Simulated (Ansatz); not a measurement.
# Calculation log, CsCl (Pm-3m) (effective masses from band slopes)

Computed with LDA, all-electron LAPW in Ansatz 0.2.0, with spin-orbit coupling; not a measurement.

The cell comes from a PAW relaxation under the same functional.

The run reads the converged density of an earlier one (folder ck) and solves the listed points alone.

Launched as:

```sh
ansatz run input.yaml --threads 1 --pin off --max-ram 3072MiB --backend cpu --events-out ev --progress --plain --runs-dir out
```

Input:

```yaml
crystal:
  lattice:
    - [3.96922723286, 0.0, 0.0]
    - [0.0, 3.96922723286, 0.0]
    - [0.0, 0.0, 3.96922723286]
  atoms:
    - { symbol: Cs, position: [0.0, 0.0, 0.0] }
    - { symbol: Cl, position: [0.5, 0.5, 0.5] }
kpoints:
  mp_grid: { grid: [6, 6, 6] }
scf:
  occupations: { method: fixed }
hamiltonian:
  xc: lda
  pseudopotentials: { kind: all_electron, lapw: { basis_error: 0.001 } }
magnetization:
  noncollinear: true
  spin_orbit: true
output:
  eigenstates:
    kpoints:
      - [0.0, 0.0, 0.0]
      - [0.003158611, 0.0, 0.0]
      - [0.006317221, 0.0, 0.0]
      - [0.012634443, 0.0, 0.0]
      - [0.0, 0.003158611, 0.0]
      - [0.0, 0.006317221, 0.0]
      - [0.0, 0.012634443, 0.0]
      - [0.0, 0.0, 0.003158611]
      - [0.0, 0.0, 0.006317221]
      - [0.0, 0.0, 0.012634443]
      - [0.002233475, 0.002233475, 0.0]
      - [0.00446695, 0.00446695, 0.0]
      # ... 66 further points ...
      - [0.007294499, -0.492705501, -0.492705501]
      - [0.001289497, -0.498710503, -0.502578995]
      - [0.002578995, -0.497421005, -0.50515799]
      - [0.00515799, -0.49484201, -0.510315979]
    de_dk: true
    e_range: [-3, 7.90424442493]
checkpoint:
  read: ck
  post_process_only: true
```

Output (shortened where marked):

```
Warning: RAYON_NUM_THREADS=1 ignored (pool sized by the plan → 1); use --threads N
LAPW: plane waves up to 5.663 Å⁻¹, error target 1.0e-3 eV per atom; Dirac's equation on spinors; Cl in spheres of 1.691 Å, 13 of its electrons in bands; Cs in spheres of 1.746 Å, 27 of its electrons in bands (how accurate: ...
Engine: ansatz 0.2.0, x86_64-unknown-linux-gnu
Pseudopotentials: kind: all_electron
Pseudopotential: Cs, LAPW, valence charge 27, lapw/all_electron/dirac/gaussian/Cs, Dirac's equation, gaussian nucleus
Pseudopotential: Cl, LAPW, valence charge 13, lapw/all_electron/dirac/gaussian/Cl, Dirac's equation, gaussian nucleus
Functional definition: SPW92
  exchange = slater_x
  correlation = pw_c
non-collinear run that drives no moment, with spin-orbit: no starting moment large enough to seed its density (crystal.atoms[].spin), no starting occupations that ask for one, no magnetisation constraint and no magnetic field, so ...
Crystal: 2 atoms, lattice volume = 62.534 Å³
Basis set: ecut = 122.20026559600296 eV, 179 PW (Γ), exchange–correlation at level 2
Bands: 48, of which v1, the nominal top of the filled ones, is band 40 counted from 1 (39 counted from 0)
Symmetry: 48 space group operations + 48 with time reversal
Magnetic group: BNS 221.93 (UNI 1595), of the structure as read, at distance tolerance 4.0e-5 Å
k-points: 20 of 216
Non-local potential: Cs, projectors of the file, none
Non-local potential: Cl, projectors of the file, none
Initial density: read from a saved state, or passed on in memory by an earlier SCF of this step, an earlier step, the calling program or the single point that the run made first
Stability of the state it starts from, as read at its close in the noncollinear treatment: not read negative (Ritz values of 1 − χ₀K, real part plus size of imaginary part, from 0.98 to 1.0, by its mixing steps under the symmetry ...
Initial wavefunctions: plane waves of lowest kinetic energy (no species holds an atomic orbital)
Functional: x = slater, c = lda
NSCF: frozen V_eff on 20 k-points
SCF 1: post-processed at a frozen density
NSCF: frozen V_eff on 82 k-points
post-processed at a frozen density (a non-self-consistent diagonalisation pass)
Frozen density: held to its close (this run's Kohn–Sham map moves it by 0.515 times the closing residual that it is held to, a close tighter than 2.5e-8 e/Å³ being held as that figure; up to 4 times is held)
Magnetization: |M| = 0.0000 μB,  M = (+0.0000, +0.0000, +0.0000) μB
Absolute magnetization: 0.0000 μB (∫|m|)
  site 0: m = (+0.0000, +0.0000, +0.0000) μB, |m| = 0.0000 μB  (R = 1.75 Å)
  site 1: m = (+0.0000, +0.0000, +0.0000) μB, |m| = 0.0000 μB  (R = 1.69 Å)
Free energy (F): -224337.794262 eV
Harris-Foulkes:  -224337.794262 eV  (|F-HF|=8.73e-11)
Internal energy: -224337.794262 eV  (E = F + TS)
E sigma→0 (E₀):  -224337.794262 eV
Fermi energy:    6.125373 eV
--- Per-component energies (eV) ---
  E_band       = -2957.686294
  E_kinetic    = 238067.481085
  E_xc         = -5810.228499
  E_electrostatic = -456595.046847  (all electrons and nuclei)
  E_smearing   = -0.000000  (= −TS)
  E_closure    = 0.000000  (closes the sum)
  Σ components = -224337.794262   (vs F -224337.794262, Δ=0.00e0)
```

The pass finished at the stored density.

### Band extrema

Band extrema of a crystal from Kohn-Sham levels and slopes, searched on the fine mesh and refined; masses in electron masses from slopes a step away, negative for holes; Cartesian axes as in the input; principal masses of single bands.

```
Fine mesh                : 8, 8, 8
Band gap                 : 4.904 eV
Least direct gap on mesh : 4.904 eV
```

```csv
side,point,k a (r.l.u.),k b (r.l.u.),k c (r.l.u.),valleys,level (eV over the valence top),mass light (mₑ),mass middle (mₑ),mass heavy (mₑ)
conduction,Gamma,0,0,0,1,4.904,–,–,–
conduction,M,0,-0.5,-0.5,3,5.662,0.2751,0.7701,0.7701
valence,Gamma,0,0,0,1,0,–,–,–
valence,M,0,-0.5,-0.5,3,-0.231,-0.5556,-3.737,-3.737
```

**Masses along directions**

Branches counted from each extremum; the finite step makes the lightest masses up to 3 per cent heavy, pairs averaged.

```
Fine mesh : 8, 8, 8
```

```csv
side,point,k a (r.l.u.),k b (r.l.u.),k c (r.l.u.),direction,number,level from its edge (eV),band mass (mₑ)
conduction,Gamma,0,0,0,100,1,0,1.254
conduction,Gamma,0,0,0,100,2,0,0.3253
conduction,Gamma,0,0,0,010,1,0,1.254
conduction,Gamma,0,0,0,010,2,0,0.3253
conduction,Gamma,0,0,0,001,1,0,1.254
conduction,Gamma,0,0,0,001,2,0,0.3253
conduction,Gamma,0,0,0,110,1,0,0.7321
conduction,Gamma,0,0,0,110,2,0,0.399
conduction,Gamma,0,0,0,111,1,0,0.526
conduction,Gamma,0,0,0,111,2,0,0.5074
conduction,Gamma,0,0,0,11-2,1,0,0.7321
conduction,Gamma,0,0,0,11-2,2,0,0.399
conduction,M,0,-0.5,-0.5,100,1,0.757,0.2751
conduction,M,0,-0.5,-0.5,100,2,0.856,0.3184
conduction,M,0,-0.5,-0.5,010,1,0.757,0.7704
conduction,M,0,-0.5,-0.5,010,2,0.856,0.5255
conduction,M,0,-0.5,-0.5,001,1,0.757,0.7704
conduction,M,0,-0.5,-0.5,001,2,0.856,0.5255
conduction,M,0,-0.5,-0.5,110,1,0.757,0.4055
conduction,M,0,-0.5,-0.5,110,2,0.856,0.3965
conduction,M,0,-0.5,-0.5,011,1,0.757,0.7704
conduction,M,0,-0.5,-0.5,011,2,0.856,0.5252
conduction,M,0,-0.5,-0.5,111,1,0.757,0.4815
conduction,M,0,-0.5,-0.5,111,2,0.856,0.4318
conduction,M,0,-0.5,-0.5,11-2,1,0.757,0.5928
conduction,M,0,-0.5,-0.5,11-2,2,0.856,0.4739
valence,Gamma,0,0,0,100,1,0,-2.434
valence,Gamma,0,0,0,100,2,0,-0.6266
valence,Gamma,0,0,0,100,3,-0.257,-1.217
valence,Gamma,0,0,0,010,1,0,-2.434
valence,Gamma,0,0,0,010,2,0,-0.6266
valence,Gamma,0,0,0,010,3,-0.257,-1.217
valence,Gamma,0,0,0,001,1,0,-2.434
valence,Gamma,0,0,0,001,2,0,-0.6266
valence,Gamma,0,0,0,001,3,-0.257,-1.217
valence,Gamma,0,0,0,110,1,0,-2.643
valence,Gamma,0,0,0,110,2,0,-0.6139
valence,Gamma,0,0,0,110,3,-0.257,-1.217
valence,Gamma,0,0,0,111,1,0,-2.719
valence,Gamma,0,0,0,111,2,0,-0.6101
valence,Gamma,0,0,0,111,3,-0.257,-1.217
valence,Gamma,0,0,0,11-2,1,0,-2.643
valence,Gamma,0,0,0,11-2,2,0,-0.6139
valence,Gamma,0,0,0,11-2,3,-0.257,-1.217
valence,M,0,-0.5,-0.5,100,1,-0.231,-0.5556
valence,M,0,-0.5,-0.5,100,2,-0.498,-0.8425
valence,M,0,-0.5,-0.5,100,3,-0.587,-0.9709
valence,M,0,-0.5,-0.5,010,1,-0.231,-3.737
valence,M,0,-0.5,-0.5,010,2,-0.498,-1.887
valence,M,0,-0.5,-0.5,010,3,-0.587,-2.386
valence,M,0,-0.5,-0.5,001,1,-0.231,-3.737
valence,M,0,-0.5,-0.5,001,2,-0.498,-1.887
valence,M,0,-0.5,-0.5,001,3,-0.587,-2.386
valence,M,0,-0.5,-0.5,110,1,-0.231,-0.9681
valence,M,0,-0.5,-0.5,110,2,-0.498,-1.164
valence,M,0,-0.5,-0.5,110,3,-0.587,-1.38
valence,M,0,-0.5,-0.5,011,1,-0.231,-3.737
valence,M,0,-0.5,-0.5,011,2,-0.498,-1.889
valence,M,0,-0.5,-0.5,011,3,-0.587,-2.384
valence,M,0,-0.5,-0.5,111,1,-0.231,-1.285
valence,M,0,-0.5,-0.5,111,2,-0.498,-1.335
valence,M,0,-0.5,-0.5,111,3,-0.587,-1.606
valence,M,0,-0.5,-0.5,11-2,1,-0.231,-1.913
valence,M,0,-0.5,-0.5,11-2,2,-0.498,-1.564
valence,M,0,-0.5,-0.5,11-2,3,-0.587,-1.919
```

Limits of these numbers: semilocal gaps are low, and what follows the gap (onsets, screening, light masses) shifts with it.

Cost: 41 s on 1 thread of Intel(R) Xeon(R) Platinum 8259CL CPU @ 2.50GHz (Skylake/Cascade Lake) (shared host), peak memory 0.43 GiB.
